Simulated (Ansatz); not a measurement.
# BaS: the cost of one run

The runs shown are made with Ansatz 0.2.0. G0W0, plane waves. Computed at 0 K without zero-point motion; spin polarisation is off.

## (1) Starting point

The cell was relaxed beforehand with r2SCAN.

Space group Fm-3m (No. 225), cubic; a = 6.424 Å in the conventional setting, 33.14 Å³ an atom. Near Ba stand 6 S at 3.21 Å; near S stand 6 Ba at 3.21 Å.

As a file:

```xyz
2
Lattice="0.0000 3.2119 3.2119 3.2119 0.0000 3.2119 3.2119 3.2119 0.0000" Properties=species:S:1:pos:R:3 pbc="T T T"
Ba    0.0000    0.0000    0.0000
S     3.2119    3.2119    3.2119
```

## (2) 107 empty bands, 80 eV

input.yaml

```yaml
crystal:
  lattice:
    - [0.0, 3.2119099239, 3.2119099239]
    - [3.2119099239, 0.0, 3.2119099239]
    - [3.2119099239, 3.2119099239, 0.0]
  atoms:
    - { symbol: Ba, position: [0.0, 0.0, 0.0] }
    - { symbol: S, position: [0.5, 0.5, 0.5] }
kpoints:
  mp_grid: { grid: [4, 4, 4] }
hamiltonian:
  xc: pbe
scf:
  occupations: { method: fixed }
gw:
  n_empty_bands: 107
  ecut_chi: 80
  qp_bands: [v2, c2]
  qp_kpoints: band_edges
  screening: { model: contour_deformation }
```

The run is started by

```
ansatz run input.yaml --threads 2 --pin off --max-ram 3686MiB --backend cpu --events-out ev --progress --plain --runs-dir out
```

Q: Estimate wall time and peak memory on 2 threads of Intel Xeon Platinum 8259CL at 2.50GHz (Skylake/Cascade Lake), shared host.

About 6.3 s, with a peak of 0.39 GiB.
